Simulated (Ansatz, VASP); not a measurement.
# Mo: VASP beside Ansatz

File INCAR:

```
PREC = Accurate
ENCUT = 520
EDIFF = 1E-8
ISMEAR = -1
SIGMA = 0.08
LREAL = F
LASPH = T
NELM = 100
ALGO = Normal
ISIF = 2
LWAVE = F
LCHARG = F
GGA = PE
LEFG = T
NBANDS = 13
```

The input KPOINTS:

```
Automatic mesh
0
Gamma
  17 17 17
```

The input POSCAR:

```
Mo
1.0
    0.0000000000      2.0150000000      2.0150000000
    2.0150000000      0.0000000000      2.0150000000
    2.0150000000      2.0150000000      0.0000000000
Mo
1
Direct
    0.0000000000      0.0000000000      0.0000000000
```

Input for Ansatz:

```yaml
crystal:
  lattice:
    - [0.0, 2.015, 2.015]
    - [2.015, 0.0, 2.015]
    - [2.015, 2.015, 0.0]
  atoms:
    - { symbol: Mo, position: [0.0, 0.0, 0.0] }
kpoints:
  mp_grid: { grid: [17, 17, 17] }
  band_path:
    path:
      - [0.0, 0.0, 0.0]
      - [0.5, 0.0, 0.5]
      - [0.625, 0.25, 0.625]
      - [0.375, 0.375, 0.75]
      - [0.0, 0.0, 0.0]
      - [0.5, 0.5, 0.5]
      - [0.5, 0.25, 0.75]
      - [0.5, 0.0, 0.5]
    npoints: 8
scf:
  occupations: { method: fermi_dirac, width: 0.08 }
hamiltonian:
  xc: pbe
  pseudopotentials: { kind: all_electron, datasets: crystal }
output:
  forces: true
  stress: true
  eigenvalues: true
  efg: { contact_densities: true }
```

Alike in both runs: task electric field gradients; functional PBE; k mesh 17 × 17 × 17; occupations fermi-dirac, width 0.08 eV; no spin polarisation.

|  | VASP | Ansatz |
| --- | --- | --- |
| version | VASP 6.6.1 | Ansatz 0.2.0 |
| potentials or method | VASP PAW PBE potentials, release 64 (Mo_sv) | all-electron PAW with datasets made for the crystal, scalar-relativistic |
| plane-wave cutoff (eV) | 520 | see its input |

|  | VASP | Ansatz | Ansatz less VASP |
| --- | --- | --- | --- |
| pressure (GPa) | -4.2 | -4.6 | -0.39 |
| Vzz of the field gradient on the site that differs most (V/Å²) | 0.0 | 0.0 | 0.00 |

Ansatz ran all-electron here, so the differences hold the error of VASP's frozen core and of both bases. Ansatz warned: «gradients_without_spin_orbit».
